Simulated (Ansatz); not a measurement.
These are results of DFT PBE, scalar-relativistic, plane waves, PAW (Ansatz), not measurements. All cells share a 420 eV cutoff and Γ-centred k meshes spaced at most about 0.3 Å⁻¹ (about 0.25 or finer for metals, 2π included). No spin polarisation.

All energies are static (0 K, no zero-point motion).

Two forms of B₃As₅ were relaxed alike.

1.

```xyz
8
Lattice="3.4521 0.0000 0.0000 -1.7261 2.9896 0.0000 0.0000 0.0000 12.8969" Properties=species:S:1:pos:R:3 pbc="T T T"
B     0.0000    1.9931    0.5104
B     1.7261    0.9965    3.2878
B     0.0000    0.0000    9.1544
As    0.0000    0.0000   12.7511
As    0.0000    1.9931    2.6232
As    1.7261    0.9965    5.4158
As    0.0000    1.9931    9.7193
As    0.0000    0.0000    6.8938
```

2.

```xyz
8
Lattice="1.7391 1.0041 12.1772 -1.7391 1.0041 12.1772 0.0000 -2.0082 12.1772" Properties=species:S:1:pos:R:3 pbc="T T T"
B     0.0000    0.0000   12.5034
B     0.0000    0.0000   27.4513
B     0.0000    0.0000    5.8610
As    0.0000    0.0000   14.5944
As    0.0000    0.0000   36.1652
As    0.0000    0.0000    7.9646
As    0.0000    0.0000   29.5433
As    0.0000    0.0000   21.5601
```

Question: Which is lower in energy, and by how much?

Answer: Cell 2 is lower, by 149 meV/atom. Cell 1 has space group P3m1 (No. 156), 16.6 Å³/atom and no gap on its mesh; cell 2 has space group R3m (No. 160), 15.9 Å³/atom and no gap. Counting As atoms around B (those within 1.25 times the shortest such distance or 1.15 times the sum of covalent radii; a plus sign parts nearer from farther groups; a slash parts the counts of unlike sites), cell 1 has B 3+1/4 and cell 2 has B 4. Cell 1 and cell 2 both hold As–As nets. Even the lower one lies +0.15 eV/atom against the reference forms of the elements (uncorrected), so neither is stable at this level. Both come from invented guesses. The lowest form computed isn't among them: it has space group P3m1 (No. 156), 16.0 Å³/atom and lies 5 meV/atom below the best shown.

Weakly bound directions are ill-defined at this level, which has no dispersion term (P3m1, R3m), and this can change margins and order among such cells. Cells relaxed within their symmetry can be saddle points. Some structure types and database cells were kept out of the candidates from the start, so a known form may be missing.
